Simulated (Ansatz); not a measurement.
## ScAl: vibrational free energy, entropy and heat capacity

Computed with Ansatz, DFT PBEsol, scalar-relativistic, plane waves, PAW. Settings: 420 eV plane-wave cutoff, Γ-centred 12×12×12 mesh, Fermi-Dirac smearing of 0.15 eV. No spin polarisation. Phonons by linear response, acoustic sum rule imposed.

Equilibrium structure at this level:
```cif
data_structure
_symmetry_space_group_name_H-M 'Pm-3m'
_symmetry_Int_Tables_number 221
_cell_length_a 3.3479
_cell_length_b 3.3479
_cell_length_c 3.3479
_cell_angle_alpha 90.000
_cell_angle_beta 90.000
_cell_angle_gamma 90.000
_cell_volume 37.52
loop_
_atom_site_label
_atom_site_type_symbol
_atom_site_symmetry_multiplicity
_atom_site_Wyckoff_symbol
_atom_site_fract_x
_atom_site_fract_y
_atom_site_fract_z
_atom_site_occupancy
Sc1 Sc 1 b 0.50000 0.50000 0.50000 1
Al1 Al 1 a 0.00000 0.00000 0.00000 1
```

In a metal, frequencies and elastic constants depend on the k mesh and the smearing, soft modes and shear constants most.

Force constants from linear response on a 4×4×4 q mesh, interpolated to a fine mesh.

(1) What is the zero-point energy per atom?

(2) How large are the vibrational entropy and heat capacity at 300 K?

(3) Tabulate them against temperature.

Results:

(1) 40.1 meV.

(2) S = 3.32 k_B and C_V = 2.72 k_B per atom, 91 % of the Dulong–Petit value.

(3)
```tsv
T (K)	F_vib (meV/atom)	S (k_B/atom)	C_V (k_B/atom)
100	37.5	0.89	1.48
200	23.7	2.27	2.43
300	-0.6	3.32	2.72
400	-32.8	4.12	2.84
500	-71.2	4.76	2.89
600	-114.6	5.29	2.93
700	-162.2	5.74	2.94
800	-213.4	6.14	2.96
900	-267.8	6.49	2.97
1000	-325.1	6.80	2.97
```

Whether ScAl exists in this form wasn't checked.

Cost: 1 run of about 8.4 core-minutes, on Intel Xeon Platinum 8375C (Ice Lake) (shared hosts).